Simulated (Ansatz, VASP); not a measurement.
## Two plane-wave programs on AlRu

INCAR

```
  PREC = Accurate
  ENCUT = 600
  EDIFF = 1E-6
  ISMEAR = 0
  SIGMA = 0.1
  LREAL = False
  LASPH = True
  NELM = 80
  ALGO = Normal
  ISIF = 3
  LWAVE = False
  LCHARG = False
  GGA = PE
  IBRION = 2
  NSW = 90
  EDIFFG = -0.04
```

The input KPOINTS:

```
Automatic mesh
0
Gamma
  6 6 4
```

The input POSCAR:

```
AlRu
1.0
    3.6013300900      0.0000000000      0.0000000000
   -1.8006650500      3.1188433500      0.0000000000
    0.0000000000      0.0000000000      4.7584528700
Al Ru
2 2
Direct
    0.0000000000      0.0000000000      0.5000000000
    0.0000000000      0.0000000000      0.0000000000
    0.6666666700      0.3333333300      0.7500000000
    0.3333333300      0.6666666700      0.2500000000
```

Input for Ansatz:

```yaml
crystal:
  lattice:
    - [3.60133009, 0.0, 0.0]
    - [-1.80066505, 3.11884335, 0.0]
    - [0.0, 0.0, 4.75845287]
  atoms:
    - { symbol: Al, position: [0.0, 0.0, 0.5] }
    - { symbol: Al, position: [0.0, 0.0, 0.0] }
    - { symbol: Ru, position: [0.66666667, 0.33333333, 0.75] }
    - { symbol: Ru, position: [0.33333333, 0.66666667, 0.25] }
basis:
  ecutwfc: 420
kpoints:
  mp_grid: { grid: [6, 6, 4] }
hamiltonian:
  xc: pbe
scf:
  occupations: { method: gaussian, width: 0.1 }
  lower_state_search: "off"
output:
  forces: true
  stress: true
  eigenvalues: true
relax:
  adjacent_minimum: "off"
  f_tol: 0.04
  max_steps: 70
  cell: { stress_tol: 0.4 }
```

Change from the starting cell: species swapped into the SnPt type (P6_3/mmc, No. 194).

Alike in both runs: task relaxation of cell and atoms; functional PBE; k mesh 6 × 6 × 4; occupations gaussian, width 0.1 eV; no spin polarisation.

|  | VASP | Ansatz |
| --- | --- | --- |
| version | VASP 6.6.1 | Ansatz 0.2.0 |
| potentials or method | VASP PAW PBE potentials, release 64 (Al, Ru_pv) | scalar-relativistic, plane waves, PAW |
| plane-wave cutoff (eV) | 600 | 420 |
| valence electrons in the cell | 34 | 38 |

```tsv
	VASP	Ansatz	Ansatz less VASP
gap on the k mesh at the Fermi level, each at its own relaxed structure (eV)	none	none	-
relaxed volume (Å³/atom)	14.10	14.14	+0.043
relaxed cell length with the largest relative difference (Å)	7.923	8.039	+0.1160
energy change over the relaxation (meV/atom)	-648	-671	-23.1
```

A gap of «none» marks a metal or a gap that the smearing closes. The two sets of potentials don't hold the same shells in valence.
